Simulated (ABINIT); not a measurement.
The system is MgO.

```
CELL_PARAMETERS angstrom
2.93802 0.00000 0.00000
-1.46901 2.54440 0.00000
0.00000 0.00000 2.67968
ATOMIC_POSITIONS crystal
Mg 0.00000 0.00000 0.00000
O 0.33333 0.66667 0.50000
```

Measurements of this composition are mostly on another form, of space group No. 225.

Program: ABINIT 10.8.3 (patched build). Alike in all runs: task band structure; no spin polarisation; cell as given; k mesh 10 × 10 × 10; smearing fermi-dirac 0.05 eV.

Task: Order these runs on this cell by their band gap on the k mesh, lowest first.
A. level PBEsol; potentials or basis JTH PAW PBE v2.0; cutoff (eV) 626; fine-grid cutoff 1224.51 eV
B. level TB-mBJ; potentials or basis JTH PAW LDA v2.0; cutoff (eV) 762; fine-grid cutoff 1360.57 eV
C. level r2SCAN; potentials or basis JTH PAW PBE v2.0; cutoff (eV) 762; fine-grid cutoff 1360.57 eV

Result: A (2.93 eV), C (3.80 eV), B (5.33 eV).

Caveats: the constant c of TB-mBJ comes from the pseudo density here, which moves gaps by up to 0.3 eV between sets of potentials (some runs).

